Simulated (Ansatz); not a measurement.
**AlGaN2: a strain scan**

Aim: for AlGaN2, strain the cell along the Voigt pattern (1, 1, 0, 0, 0, 0).

Program: Ansatz 0.2.0. Level of theory: DFT LDA, scalar-relativistic, plane waves, PAW. These are calculated values, not measurements.

1 further run of the same task is left out (set aside as unsound or not needed).

## Step 1: The starting structure

It takes space group P-4m2 (No. 115, tetragonal). Conventional cell: a = 3.115 Å, b = 3.115 Å, c = 4.384 Å, α = 90.00°, β = 90.00°, γ = 90.00°. Around Al (site symmetry -4m2) lie 4 N at 1.88 Å. Ga (site symmetry -4m2) has 4 N at 1.93 Å as nearest neighbours. Around N (site symmetry 2mm) lie 2 Al at 1.88 Å and 2 Ga at 1.93 Å.

Structure file:

```cif
data_structure
_symmetry_space_group_name_H-M 'P 1'
_symmetry_Int_Tables_number 1
_cell_length_a 3.1153
_cell_length_b 3.1153
_cell_length_c 4.3843
_cell_angle_alpha 90.000
_cell_angle_beta 90.000
_cell_angle_gamma 90.000
_cell_volume 42.55
loop_
_atom_site_label
_atom_site_type_symbol
_atom_site_fract_x
_atom_site_fract_y
_atom_site_fract_z
_atom_site_occupancy
Al1 Al 0.50000 0.50000 0.50000 1
Ga1 Ga 0.00000 0.00000 0.00000 1
N1 N 0.50000 0.00000 0.74005 1
N2 N 0.00000 0.50000 0.25995 1
```

It goes back to an entry of the Materials Project, which need not be the stable form.

This cell was relaxed beforehand with the same method: volume 10.64 Å³/atom, gap on the mesh 3.05 eV.

## Step 2: Zero of energy

The reference gives a free energy of -4971.8918 eV, pressure -0.01 GPa, largest force 0.001 eV/Å and gap on the mesh 3.05 eV. It was computed beforehand with the settings of the runs below.

## Step 3: The scan: a strain scan

The cell is strained by ε times the Voigt pattern (1, 1, 0, 0, 0, 0) (xx, yy, zz, yz, xz, xy; engineering shear), with fractional coordinates fixed (clamped ions). The stress on the pattern is the sum of the stress components weighted by it, tension positive.

## Step 4: ε = -0.1000

File input.yaml:

```yaml
crystal:
  lattice:
    - [2.8037578202, 0.0, 0.0]
    - [0.0, 2.8037578202, 0.0]
    - [0.0, 0.0, 4.3843302008]
  atoms:
    - { symbol: Al, position: [0.5, 0.5, 0.5] }
    - { symbol: Ga, position: [0.0, 0.0, 0.0] }
    - { symbol: "N", position: [0.5, 0.0, 0.7400513254] }
    - { symbol: "N", position: [0.0, 0.5, 0.2599486746] }
basis:
  ecutwfc: 420
kpoints:
  mp_grid: { grid: [8, 8, 6] }
hamiltonian:
  xc: lda
scf:
  occupations: { method: gaussian, width: 0.05 }
output:
  forces: true
  stress: true
  eigenvalues: true
```

Command:

```bash
ansatz run input.yaml --threads 1 --pin off --max-ram 2560MiB --backend cpu --events-out ev --progress --plain --runs-dir out
```

## Step 5: At ε = 0.0750

input.yaml, as its differences from that of step 4:

```diff
@@ -2,4 +2,4 @@
   lattice:
-    - [2.8037578202, 0.0, 0.0]
-    - [0.0, 2.8037578202, 0.0]
+    - [3.3489329519, 0.0, 0.0]
+    - [0.0, 3.3489329519, 0.0]
     - [0.0, 0.0, 4.3843302008]
```

## Step 6: ε = -0.0500

input.yaml, as its differences from that of step 5:

```diff
@@ -2,4 +2,4 @@
   lattice:
-    - [3.3489329519, 0.0, 0.0]
-    - [0.0, 3.3489329519, 0.0]
+    - [2.9595221436, 0.0, 0.0]
+    - [0.0, 2.9595221436, 0.0]
     - [0.0, 0.0, 4.3843302008]
```

## Step 7: ε = 0.0250

input.yaml, as its differences from that of step 6:

```diff
@@ -2,4 +2,4 @@
   lattice:
-    - [2.9595221436, 0.0, 0.0]
-    - [0.0, 2.9595221436, 0.0]
+    - [3.1931686286, 0.0, 0.0]
+    - [0.0, 3.1931686286, 0.0]
     - [0.0, 0.0, 4.3843302008]
```

## Step 8: ε = 0.1000

input.yaml, as its differences from that of step 7:

```diff
@@ -2,4 +2,4 @@
   lattice:
-    - [3.1931686286, 0.0, 0.0]
-    - [0.0, 3.1931686286, 0.0]
+    - [3.4268151136, 0.0, 0.0]
+    - [0.0, 3.4268151136, 0.0]
     - [0.0, 0.0, 4.3843302008]
```

## Step 9: At ε = -0.0750

input.yaml, as its differences from that of step 8:

```diff
@@ -2,4 +2,4 @@
   lattice:
-    - [3.4268151136, 0.0, 0.0]
-    - [0.0, 3.4268151136, 0.0]
+    - [2.8816399819, 0.0, 0.0]
+    - [0.0, 2.8816399819, 0.0]
     - [0.0, 0.0, 4.3843302008]
```

## Step 10: Point ε = 0.0500

input.yaml, as its differences from that of step 9:

```diff
@@ -2,4 +2,4 @@
   lattice:
-    - [2.8816399819, 0.0, 0.0]
-    - [0.0, 2.8816399819, 0.0]
+    - [3.2710507902, 0.0, 0.0]
+    - [0.0, 3.2710507902, 0.0]
     - [0.0, 0.0, 4.3843302008]
```

## Step 11: At ε = -0.0250

input.yaml, as its differences from that of step 10:

```diff
@@ -2,4 +2,4 @@
   lattice:
-    - [3.2710507902, 0.0, 0.0]
-    - [0.0, 3.2710507902, 0.0]
+    - [3.0374043052, 0.0, 0.0]
+    - [0.0, 3.0374043052, 0.0]
     - [0.0, 0.0, 4.3843302008]
```

## Step 12: At ε = 0.0875

input.yaml, as its differences from that of step 11:

```diff
@@ -2,4 +2,4 @@
   lattice:
-    - [3.0374043052, 0.0, 0.0]
-    - [0.0, 3.0374043052, 0.0]
+    - [3.3878740328, 0.0, 0.0]
+    - [0.0, 3.3878740328, 0.0]
     - [0.0, 0.0, 4.3843302008]
@@ -22 +22,5 @@
   eigenvalues: true
+  write_density: true
+  write_potential: true
+  elf: true
+  volumetric_format: npy
```

(Steps that only read results are left out.)

**Question.** What will these runs give? Wanted: slope of the stress at ε = 0, over ±0.0250.

As calculated:

```
                                  quantity    value
slope of the stress at ε = 0, over ±0.0250  926 GPa
```

**Reading.** From the stress slope, C11 + C22 + 2 C12 is about 926 GPa with the ions clamped; letting the atoms relax could not make it stiffer. The undisturbed cell stays the lowest of the sampled points. Compression costs more than tension: 379.4 against 248.9 meV/atom at the ends. The gap on the mesh stays between 1.55 and 3.19 eV.
